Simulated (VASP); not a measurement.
# Al in VASP: further runs

The runs below take Al through single point, relaxation of the atoms, with PBE.

All numbers are computed with VASP 6.6.1; they aren't measurements. Logs are shortened: lines on timing, memory, paths and dates and some standing lists are left out, and cuts for length are marked.

### 1 The slab as given

The cell holds a slab with vacuum, 3 atoms: a = 2.856 Å, b = 2.856 Å, c = 19.664 Å, α = 90.00°, β = 90.00°, γ = 120.00°.

The slab is cut from a database's or a generator's crystal, which needn't be the stable form of the element.

### 2 Single point, PBE

The input, INCAR:

```
SYSTEM = Al
  ALGO = Normal
  DIPOL = 0.5 0.5 0.500
  EDIFF = 1E-7
  ENCUT = 520
  GGA = PE
  ICORELEVEL = 1
  IDIPOL = 3
  ISIF = 2
  ISMEAR = 1
  LASPH = .True.
  LCHARG = .False.
  LDIPOL = .True.
  LREAL = .False.
  LVACPOTAV = .True.
  LVHAR = .True.
  LWAVE = .False.
  NELM = 80
  PREC = Accurate
  SIGMA = 0.1
```

The input, KPOINTS:

```
k-points
0
Gamma
  15 15 1
  0 0 0
```

The input, POSCAR:

```
Al
1.0
    2.8562036900      0.0000000000      0.0000000000
   -1.4281018500      2.4735449600      0.0000000000
    0.0000000000      0.0000000000     19.6641611000
Al
3
Direct
    0.6666666700      0.3333333300      0.3814045200
    0.3333333300      0.6666666700      0.5000000000
    0.0000000000      0.0000000000      0.6185954800
```

Potentials or basis: VASP PAW PBE potentials, release 64 (Al).

Run with:

```bash
> cat potpaw_PBE.64/Al/POTCAR > POTCAR
> mpirun -np 1 vasp_std > vasp.out
```

OUTCAR:

```text
SYSTEM = Al
   EDIFF = 1E-7
   ENCUT = 520
   GGA = PE
   ISIF = 2
   ISMEAR = 1
   LASPH = .True.
   LREAL = .False.
   NELM = 80
   PREC = Accurate

 ion  position               nearest neighbor table
   1  0.667  0.333  0.381-   2 2.86   2 2.86   2 2.86
   2  0.333  0.667  0.500-   1 2.86   3 2.86   1 2.86   3 2.86   3 2.86   1 2.86
   3  0.000  0.000  0.619-   2 2.86   2 2.86   2 2.86

  LATTYP: Found a hexagonal cell.
 ALAT       =     2.8562036900
 C/A-ratio  =     6.8847194508

  Lattice vectors:

 A1 = (   2.8562036900,   0.0000000000,   0.0000000000)
 A2 = (  -1.4281018500,   2.4735449600,   0.0000000000)
 A3 = (   0.0000000000,   0.0000000000,  19.6641611000)

Analysis of symmetry for initial positions (statically):
=====================================================================
 Subroutine PRICEL returns:
 Original cell was already a primitive cell.

 Routine SETGRP: Setting up the symmetry group for a
 hexagonal supercell.

 Subroutine GETGRP returns: Found 12 space group operations
 (whereof  6 operations were pure point group operations)
 out of a pool of 24 trial point group operations.

The static configuration has the point symmetry C_3v.
 The point group associated with its full space group is D_3d.

Analysis of symmetry for dynamics (positions and initial velocities):
=====================================================================
 Subroutine PRICEL returns:
 Original cell was already a primitive cell.

 Routine SETGRP: Setting up the symmetry group for a
 hexagonal supercell.

 Subroutine GETGRP returns: Found 12 space group operations
 (whereof  6 operations were pure point group operations)
 out of a pool of 24 trial point group operations.

The dynamic configuration has the point symmetry C_3v.
 The point group associated with its full space group is D_3d.

 Subroutine INISYM returns: Found 12 space group operations
 (whereof  6 operations are pure point group operations),
 and found     1 'primitive' translations

----------------------------------------------------------------------------------------

                                     Primitive cell

  volume of cell :     138.9263

  direct lattice vectors                    reciprocal lattice vectors
     2.856203690  0.000000000  0.000000000     0.350115086  0.202139039  0.000000000
    -1.428101850  2.473544960  0.000000000     0.000000000  0.404278077  0.000000000
     0.000000000  0.000000000 19.664161100     0.000000000  0.000000000  0.050853937

  length of vectors
     2.856203690  2.856203698 19.664161100     0.404278078  0.404278077  0.050853937

  position of ions in fractional coordinates (direct lattice)
     0.666666670  0.333333330  0.381404520
     0.333333330  0.666666670  0.500000000
     0.000000000  0.000000000  0.618595480

  ion indices of the primitive-cell ions
   primitive index   ion index
                 1           1
                 2           2
                 3           3

----------------------------------------------------------------------------------------

 KPOINTS: k-points

Automatic generation of k-mesh.
 Grid dimensions read from file:
 generate k-points for:   15   15    1

 Generating k-lattice:

  Cartesian coordinates                     Fractional coordinates (reciprocal lattice)
     0.023341006  0.013475936  0.000000000     0.066666667 -0.000000000  0.000000000
     0.000000000  0.026951872  0.000000000     0.000000000  0.066666667  0.000000000
     0.000000000  0.000000000  0.050853937     0.000000000  0.000000000  1.000000000

  Length of vectors
     0.026951872  0.026951872  0.050853937

  Shift w.r.t. Gamma in fractional coordinates (k-lattice)
     0.000000000  0.000000000  0.000000000

 Subroutine IBZKPT returns following result:
 ===========================================

 Found     27 irreducible k-points:

 Following reciprocal coordinates:
            Coordinates               Weight
  0.000000  0.000000  0.000000      1.000000
  0.066667  0.000000  0.000000      6.000000
  0.133333  0.000000  0.000000      6.000000
  0.200000  0.000000  0.000000      6.000000
  0.266667  0.000000  0.000000      6.000000
  0.333333  0.000000  0.000000      6.000000
[... 16 lines left out ...]
  0.333333  0.200000  0.000000     12.000000
  0.400000  0.200000  0.000000      6.000000
 [... further k-points ...]
   k-points           NKPTS =     27   k-points in BZ     NKDIM =     27   number of bands    NBANDS=      8
   number of dos      NEDOS =    301   number of ions     NIONS =      3
   total plane-waves  NPLWV =  86400
   dimension x,y,z NGX =    24 NGY =   24 NGZ =  150
   dimension x,y,z NGXF=    48 NGYF=   48 NGZF=  300
   ions per type =               3
   NGX,Y,Z   is equivalent  to a cutoff of  13.97, 13.97, 12.68 a.u.
   NGXF,Y,Z  is equivalent  to a cutoff of  27.94, 27.94, 25.36 a.u.
 SYSTEM =  Al
   PREC   = accura    normal or accurate (medium, high low for compatibility)
   ISTART =      0    job   : 0-new  1-cont  2-samecut
   ICHARG =      2    charge: 1-file 2-atom 10-const
   ISPIN  =      1    spin polarized calculation?
   LNONCOLLINEAR =      F non collinear calculations
   LSORBIT =      F    spin-orbit coupling
   LASPH  =      T    aspherical Exc in radial PAW
   ENCUT  =  520.0 eV  38.22 Ry    6.18 a.u.   5.31  5.31 36.56*2*pi/ulx,y,z
   NELM   =     80;   NELMIN=  2; NELMDL= -5     # of ELM steps
   EDIFF  = 0.1E-06   stopping-criterion for ELM
   LREAL  =      F    real-space projection
   EDIFFG = 0.1E-05   stopping-criterion for IOM
   NSW    =      0    number of steps for IOM
   IBRION =     -1    ionic relax: 0-MD 1-quasi-New 2-CG
   NFREE  =      0    steps in history (QN), initial steepest desc. (CG)
   ISIF   =      2    stress and relaxation
   ISYM   =      2    0-nonsym 1-usesym 2-fastsym
   POTIM  = 0.5000    time-step for ionic-motion
   TEBEG  =    0.0;   TEEND  =   0.0 temperature during run
   PSTRESS=    0.0 pullay stress
   NELECT =       9.0000    total number of electrons
   NUPDOWN=      -1.0000    fix difference up-down
   EMIN   =  10.00;   EMAX   =-10.00  energy-range for DOS
   EFERMI =   0.00;   METHOD = LEGACY
   ISMEAR =     1;   SIGMA  =   0.10  broadening in eV -4-tet -1-fermi 0-gaus
   EFERMI_NEDOS =   21; number of points for ismear=-14 and -15
   IALGO  =     38    algorithm
   IMIX   =      4    mixing-type and parameters
     AMIX     =   0.40;   BMIX     =  1.00
     AMIX_MAG =   1.60;   BMIX_MAG =  1.00
  volume/ion in A,a.u.               =      46.31       312.51
  Fermi-wavevector in a.u.,A,eV,Ry     =   0.657498  1.242490  5.881841  0.432303
  Thomas-Fermi vector in A             =   1.729024
   LORBIT       =      0    0 simple, 1 ext, 2 COOP (PROOUT), +10 PAW based schemes
   GGA     = PE    functional components
   LHFCALC =     F    Hartree Fock is set to
   AEXX    =    0.0000 exact exchange contribution
   IVDW    =     0    specifies the selected vdW correction
   LEPSILON=     F    determine dielectric tensor
   LRPA    =     F    only Hartree local field effects (RPA)
 non-spin polarized calculation
 Methfessel and Paxton  Order N= 1 SIGMA  =   0.10
  energy-cutoff  :      520.00
  volume of cell :      138.93
 maximum number of plane-waves:      3767
 NGX is ok and might be reduce to    24
   NGX = 11   NGY = 11   NGZ = 73

 dipolmoment           0.000000      0.000000      0.000000 electrons x Angstroem

 number of electron       9.0000000 magnetization

 dipolmoment           0.000000      0.000000     -0.000000 electrons x Angstroem

 Free energy of the ion-electron system (eV)
  ---------------------------------------------------
  ext. energy  EPLUGINS =         0.00000000
  ---------------------------------------------------
  free energy    TOTEN  =       -10.54774550 eV

  energy without entropy =      -10.54585467  energy(sigma->0) =      -10.54711522

 the core state eigenenergies are
   1-  1s  -1505.8810  2s   -103.0676  2p    -64.5302
   2-  1s  -1505.7503  2s   -102.9940  2p    -64.4527
   3-  1s  -1505.8810  2s   -103.0676  2p    -64.5302

 E-fermi :   0.4286     XC(G=0):  -4.5359

 val. band max:        0.4214538354   @ k =   0.3333   0.2667   0.0000
 cond. band min:       0.4494450716   @ k =   0.3333   0.0667   0.0000
 fundamental gap:      0.0279912361
 Fermi energy:         0.4285558068

 k-point     1 :       0.0000    0.0000    0.0000
  band No.  band energies     occupation
      1     -10.1426      2.00000
      2      -8.4564      2.00000
      3      -5.8382      2.00000
      4      -2.7134      2.00000
      5       0.7893     -0.00000
      6       3.3070      0.00000
      7       4.0721      0.00000
      8       5.4859      0.00000

 k-point     2 :       0.0667    0.0000    0.0000
  band No.  band energies     occupation
      1     -10.0354      2.00000
      2      -8.3500      2.00000
      3      -5.7321      2.00000
      4      -2.6123      2.00000
      5       0.8901     -0.00000
      6       3.4106      0.00000
      7       4.1797      0.00000
      8       5.5913      0.00000

 k-point     3 :       0.1333    0.0000    0.0000
  band No.  band energies     occupation
      1      -9.7143      2.00000
      2      -8.0313      2.00000
      3      -5.4146      2.00000
      4      -2.3093      2.00000
      5       1.1899     -0.00000
      6       3.7163      0.00000
      7       4.5011      0.00000
      8       5.8601      0.00000
[... 210 lines left out ...]
 k-point    23 :       0.3333    0.2000    0.0000
  band No.  band energies     occupation
      1      -4.9869      2.00000
      2      -3.3594      2.00000
      3      -1.9851      2.00000
      4      -0.8208      2.00000
      5      -0.1424      2.00000
      6       1.0454     -0.00000
      7       2.2870     -0.00000
      8       2.3289     -0.00000

 k-point    24 :       0.4000    0.2000    0.0000
  band No.  band energies     occupation
      1      -3.5814      2.00000
      2      -3.5277      2.00000
      3      -2.1995      2.00000
      4      -1.6384      2.00000
      5       0.4577      0.52949
      6       0.5593     -0.06905
      7       1.4863     -0.00000
      8       2.7971      0.00000

 [... further k-points ...]

------------------------ aborting loop because EDIFF is reached ----------------------------------------

  FORCE on cell =-STRESS in cart. coord.  units (eV):
  Direction    XX          YY          ZZ          XY          YZ          ZX
  --------------------------------------------------------------------------------------
  -------------------------------------------------------------------------------------
  Total       -0.8913186     -0.8913187     -0.1628394      0.0000000      0.0000000      0.0000000
  in kB      -10.2791965    -10.2791965     -1.8779577      0.0000000      0.0000000      0.0000000
  external PRESSURE =      -7.4787836 kB  Pullay stress =       0.0000000 kB

 VOLUME and BASIS-vectors are now :
 -----------------------------------------------------------------------------
  energy-cutoff  :      520.00
  volume of cell :      138.93
      direct lattice vectors                 reciprocal lattice vectors
     2.856203690  0.000000000  0.000000000     0.350115086  0.202139039  0.000000000
    -1.428101850  2.473544960  0.000000000     0.000000000  0.404278077  0.000000000
     0.000000000  0.000000000 19.664161100     0.000000000  0.000000000  0.050853937

 POSITION                                       TOTAL-FORCE (eV/Angst)
 -----------------------------------------------------------------------------------
      1.42810      0.82451      7.50000         0.000000     -0.000000      0.034450
     -0.00000      1.64903      9.83208         0.000000      0.000000     -0.000000
      0.00000      0.00000     12.16416        -0.000000      0.000000     -0.034450
 -----------------------------------------------------------------------------------
    total drift:                                0.000000     -0.000000      0.000000

  FREE ENERGIE OF THE ION-ELECTRON SYSTEM (eV)
  ---------------------------------------------------
  free  energy   TOTEN  =       -10.5477454977 eV

  energy  without entropy=      -10.5458546698  energy(sigma->0) =      -10.54711522

 vacuum level on the upper side and lower side of the slab         4.289         4.289
```

Run time: 49 s. Hardware: 1 thread of Intel Xeon Platinum 8259CL at 2.50GHz (Skylake/Cascade Lake), shared host; peak memory 0.26 GiB.

What came out:

```yaml
Free_energy: -10.5477 eV
Largest_force: 0.034 eV/Å
Band_gap_on_the_k_mesh: none (metal or under the smearing width)
Work_function_of_the_upper_face: 3.86 eV
Work_function_of_the_lower_face: 3.86 eV
```

Forces in eV/Å, atoms in the order of the input:
```
Al   0.000  0.000  0.034
Al   0.000  0.000  0.000
Al   0.000  0.000 -0.034
```

Levels at points of the mesh, in eV from the Fermi level:
```tsv
k point	band 1	band 2	band 3	band 4	band 5	band 6	band 7	band 8
(0.00, 0.00, 0.00)	-10.57	-8.88	-6.27	-3.14	0.36	2.88	3.64	5.06
```

Core levels (eV, on the scale of the bands):
```
atom                           levels
1 Al  1s -1505.9, 2s -103.1, 2p -64.5
2 Al  1s -1505.8, 2s -103.0, 2p -64.5
3 Al  1s -1505.9, 2s -103.1, 2p -64.5
```

### 3 Relaxation of the atoms, PBE

The input, INCAR:

```
PREC = Accurate
ENCUT = 520
EDIFF = 1E-6
ISMEAR = 1
SIGMA = 0.1
LREAL = False
LASPH = True
NELM = 80
ALGO = Normal
ISIF = 2
LWAVE = False
LCHARG = False
LDIPOL = True
IDIPOL = 3
DIPOL = 0.5 0.5 0.500
GGA = PE
IBRION = 2
NSW = 80
EDIFFG = -0.02
```

The input, KPOINTS:

```
regular mesh
0
Gamma
  15 15 1
```

POSCAR is that of step 2.

Potentials or basis: VASP PAW PBE potentials, release 64 (Al).

Run with:

```bash
> cat potpaw_PBE.64/Al/POTCAR > POTCAR
> mpirun -np 1 vasp_std > vasp.out
```

Run time: 81 s. Hardware: 1 thread of Intel Xeon Platinum 8259CL at 2.50GHz (Skylake/Cascade Lake), shared host; peak memory 0.27 GiB.

It converged, with:

```
Free energy                  : -10.5480 eV
Energy gained by relaxing    : 0.1 meV/atom
Ionic steps                  : 3
Largest force after relaxing : 0.008 eV/Å
Band gap on the k mesh       : none (metal or under the smearing width)
```

Forces in eV/Å, atoms in the order of the input:
```
Al   0.000  0.000  0.008
Al   0.000  0.000  0.000
Al   0.000  0.000 -0.008
```

The path:
| step | energy change (eV) | largest force (eV/Å) | pressure (GPa) |
| --- | --- | --- | --- |
| 1 | 0.0000 | 0.0344 | -0.75 |
| 2 | -0.0001 | 0.0279 | -0.74 |
| 3 | -0.0003 | 0.0079 | -0.70 |

Final structure:
```yaml
crystal:
  lattice:
    - [2.85620, 0.00000, 0.00000]
    - [-1.42810, 2.47354, 0.00000]
    - [0.00000, 0.00000, 19.66416]
  atoms:
    - { symbol: Al, position: [0.66667, 0.33333, 0.38174] }
    - { symbol: Al, position: [0.33333, 0.66667, 0.50000] }
    - { symbol: Al, position: [0.00000, 0.00000, 0.61826] }
```

Levels at points of the mesh, in eV from the Fermi level:
```
           k point  band 1  band 2  band 3  band 4  band 5  band 6  band 7  band 8
(0.00, 0.00, 0.00)  -10.59   -8.89   -6.26   -3.14    0.38    2.89    3.69    5.10
```

### 4 Single point, PBE

The input, INCAR:

```
SYSTEM = Al
  ALGO = Normal
  DIPOL = 0.5 0.5 0.500
  EDIFF = 1E-7
  ENCUT = 520
  GGA = PE
  ICORELEVEL = 1
  IDIPOL = 3
  ISIF = 2
  ISMEAR = 1
  LASPH = .True.
  LCHARG = .False.
  LDIPOL = .True.
  LREAL = .False.
  LVACPOTAV = .True.
  LVHAR = .True.
  LWAVE = .False.
  NELM = 80
  PREC = Accurate
  SIGMA = 0.1
```

The input, KPOINTS:

```
k-points
0
Gamma
  15 15 1
  0 0 0
```

The input, POSCAR:

```
Al                                      
1.0
    2.8562036900      0.0000000000      0.0000000000
   -1.4281018500      2.4735449600      0.0000000000
    0.0000000000      0.0000000000     19.6641611000
  Al            
     3
Direct
     0.6666666699999979    0.3333333300000021    0.3817425512537898
     0.3333333300000021    0.6666666699999979    0.5000000000000000
     0.0000000000000000    0.0000000000000000    0.6182574487462101
```

Run with:

```bash
> cat potpaw_PBE.64/Al/POTCAR > POTCAR
> mpirun -np 1 vasp_std > vasp.out
```

Run time: 52 s. Hardware: 1 thread of Intel Xeon Platinum 8259CL at 2.50GHz (Skylake/Cascade Lake), shared host; peak memory 0.26 GiB.

It converged, with:

| Quantity | Value |
| --- | --- |
| Free energy | -10.5480 eV |
| Largest force | 0.008 eV/Å |
| Band gap on the k mesh | none (metal or under the smearing width) |
| Work function of the upper face | 3.86 eV |
| Work function of the lower face | 3.86 eV |

Forces on the atoms (eV/Å):
```
Al   0.000  0.000  0.008
Al   0.000  0.000  0.000
Al   0.000  0.000 -0.008
```

Levels at points of the mesh, in eV from the Fermi level:
| k point | band 2 | band 3 | band 4 | band 5 | band 6 | band 7 |
| --- | --- | --- | --- | --- | --- | --- |
| (0.00, 0.00, 0.00) | -8.89 | -6.26 | -3.14 | 0.38 | 2.89 | 3.65 |

Core levels (eV, on the scale of the bands):
```csv
atom,levels
1 Al,"1s -1505.9, 2s -103.1, 2p -64.5"
2 Al,"1s -1505.7, 2s -103.0, 2p -64.5"
3 Al,"1s -1505.9, 2s -103.1, 2p -64.5"
```
